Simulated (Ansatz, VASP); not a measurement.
**Two plane-wave programs on MoS2**

```
Mo S
1.0
     3.18413    0.00000    0.00000
    -1.59206    2.75753    0.00000
     0.00000    0.00000   17.33460
Mo S
1 2
Cartesian
  0.0000 0.0000 0.0000
  0.0000 1.8384 15.7833
  0.0000 1.8384 1.5513
```

Alike in both runs: functional LDA; k mesh 10 × 10 × 2; occupations fermi-dirac, width 0.05 eV; no spin polarisation.

|  | VASP | Ansatz |
| --- | --- | --- |
| version | VASP 6.6.1 | Ansatz 0.2.0 |
| potentials or method | VASP PAW LDA potentials, release 64 (Mo_sv, S) | Ansatz PAW |
| plane-wave cutoff (eV) | 520 | 420 |
| valence electrons in the cell | 26 | 26 |
| task | single point | band structure |

|  | VASP | Ansatz | Ansatz less VASP |
| --- | --- | --- | --- |
| gap on the k mesh at the Fermi level (eV) | 1.74 | 1.73 | -0.011 |
| least direct gap on the mesh (eV) | 1.93 | 1.92 | -0.006 |
| rms of the force components (eV/Å) | 0.178 | 0.186 | +0.0082 |

Atom by atom the forces differ by 0.008 eV/Å (rms over components).

Caveats: the k mesh misses the band edges, so the gap on the mesh is wider than the one along the path (Ansatz); the PAW data sets come from PBE, with cores solved anew for the run's functional, which leaves a small shift of forces and pressure (Ansatz).
